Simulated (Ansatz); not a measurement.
The system is SbPt.

```
Pt Sb
1.0
     4.12000    0.00000    0.00000
    -2.06000    3.56802    0.00000
     0.00000    0.00000    5.47000
Pt Sb
2 2
Direct
  0.00000 0.00000 0.50000
  0.00000 0.00000 0.00000
  0.66667 0.33333 0.75000
  0.33333 0.66667 0.25000
```

| Property | Result |
| --- | --- |
| Program | Ansatz 0.2.0 |
| Task | single point |
| Functional | PBEsol |
| Potentials or basis | Ansatz PAW |
| Cutoff | 420 eV (not typed: the program's choice for these potentials) |
| k mesh | 8 × 8 × 5 |
| Occupations | fermi-dirac, width 0.05 eV |
| Spin | no spin polarisation |

On this cell: pressure 3.6 GPa; largest force under 0.003 eV/Å; band gap on the k mesh none (metal or under the smearing width).

The same run follows on a disturbed copy (atoms moved at random, drawn with an rms of 0.05 Å):

```xyz
4
Lattice="4.1200 0.0000 0.0000 -2.0600 3.5680 0.0000 0.0000 0.0000 5.4700" Properties=species:S:1:pos:R:3 pbc="T T T"
Pt   -0.0012    0.0146    2.7271
Pt   -0.0353   -0.0053   -0.0224
Sb    2.0347    1.1475    4.0898
Sb   -0.0157    2.3931    1.3359
```

What changes?

The energy (extrapolated to zero smearing) moves by +3.3 meV/atom; pressure 3.7 GPa; largest force 0.378 eV/Å; band gap on the k mesh none (metal or under the smearing width).

Forces in eV/Å, atoms in the order of the input:
```
Pt  -0.070 -0.143 -0.231
Pt   0.042 -0.094  0.166
Sb   0.066  0.368 -0.050
Sb  -0.038 -0.131  0.115
```

Stress tensor (GPa, compression positive):
```
 4.82  0.19  0.03
 0.19  3.10 -0.04
 0.03 -0.04  3.31
```

Caveats: the PAW data sets come from PBE, with cores solved anew for the run's functional, which leaves a small shift of forces and pressure.
